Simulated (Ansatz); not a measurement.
# A series in volume per atom on Pt

All results are calculated (Ansatz 0.2.0 development build). Equation of state of a cubic crystal from periodic Kohn-Sham density functional theory without spin; pressure corrected for the finite basis.

Cell of the first row (space group Pm-3m, No. 221):
```
Pt
1.0
      2.5721     0.0000     0.0000
      0.0000     2.5721     0.0000
      0.0000     0.0000     2.5721
Pt
1
Direct
  0.00000 0.00000 0.00000
```

Settings of every row: formula Pt; structure type simple cubic; functional PBE; spin treatment none; k mesh 21x21x21; occupation method fermi-dirac; occupation width 0.061225619 eV; wave cutoff 700 eV; datasets hard PAW; density cutoff ratio 4.

Limits: a cubic model structure, not a phase known at ambient conditions; modest k-mesh, values are not fully converged in k; the SCF threshold is loose for a stress in some rows; no spin-orbit coupling, which can matter with elements this heavy.

| row | volume per atom (Å³) | pressure (GPa) | energy above lowest point (meV/atom) |
| --- | --- | --- | --- |
| 1 | 17.016 | 13.213 | 40.79 |
| 2 | 17.378 | 8.11 | 16.82 |
| 3 | 17.741 | 3.63 | 3.67 |
| 4 | 18.102 | -0.294 | 0 |
| 5 | 18.465 | -3.738 | 4.64 |
| 6 | 18.827 | ? | ? |
| 7 | 19.189 | -9.408 | 34.91 |

Question: what pressure and energy above lowest point should row 6 give?

Worked fit of pressure. Take u = (V_r/V)^(2/3) − 1 with V_r = 17.922 Å³ an atom, which is twice the finite (Eulerian) strain; such expansions in the strain, on which the Birch-Murnaghan equation of state is built, carry the rest volume and the bulk modulus. The shown rows have u = 0.03519, 0.02076, 0.00679, -0.00664, -0.0197, -0.04452. Least squares give pressure = 1.5993 + 291.231 × u + 1052 × u² + 1433 × u³ GPa; a parabola predicts inner rows, each left out in turn, worse (root mean square 0.029 against 0.0075 GPa). The rows lie off it by 0.000, -0.001, 0.004, -0.005, 0.003, 0.000 (root mean square 0.0029 GPa). The pressure vanishes at u = -0.0056, or V = 18.07 Å³ an atom, and there the bulk modulus at fixed shape and fractions is B = −V dP/dV = (2/3)(1 + u) dP/du = 185 GPa. The withheld row has u = -0.03231, so the fit gives 1.5993 + 291.231 × (-0.03231) + 1052 × (-0.03231)² + 1433 × (-0.03231)³ = -6.760 GPa.

The calculation gave -6.762 GPa. The fit lies 0.002 GPa (0.0088 % of the column's range) above it; its largest miss of a shown row is 0.005 GPa.

Worked fit of energy above lowest point. Take u = (V_r/V)^(2/3) − 1 with V_r = 17.922 Å³ an atom, which is twice the finite (Eulerian) strain; such expansions in the strain, on which the Birch-Murnaghan equation of state is built, carry the rest volume and the bulk modulus. The shown rows have u = 0.03519, 0.02076, 0.00679, -0.00664, -0.0197, -0.04452. Least squares give energy above lowest point = 0.721 + 268.16 × u + 24088.3 × u² + 18333 × u³ meV/atom; a parabola predicts inner rows, each left out in turn, worse (root mean square 0.36 against 0.021 meV/atom). The rows lie off it by 0.00, -0.01, 0.01, 0.00, -0.01, 0.00. Its lowest point lies at u = -0.0056, or V = 18.07 Å³ an atom, and the curvature there gives the bulk modulus at fixed shape and fractions, B = (4/9)(1 + u)² E″(u)/V = 185 GPa. The withheld row has u = -0.03231, so the fit gives 0.721 + 268.16 × (-0.03231) + 24088.3 × (-0.03231)² + 18333 × (-0.03231)³ = 16.59 meV/atom.

The calculation gave 16.58 meV/atom. The fit lies 0.01 meV/atom (0.025 % of the column's range) above it, one unit of the last digit.
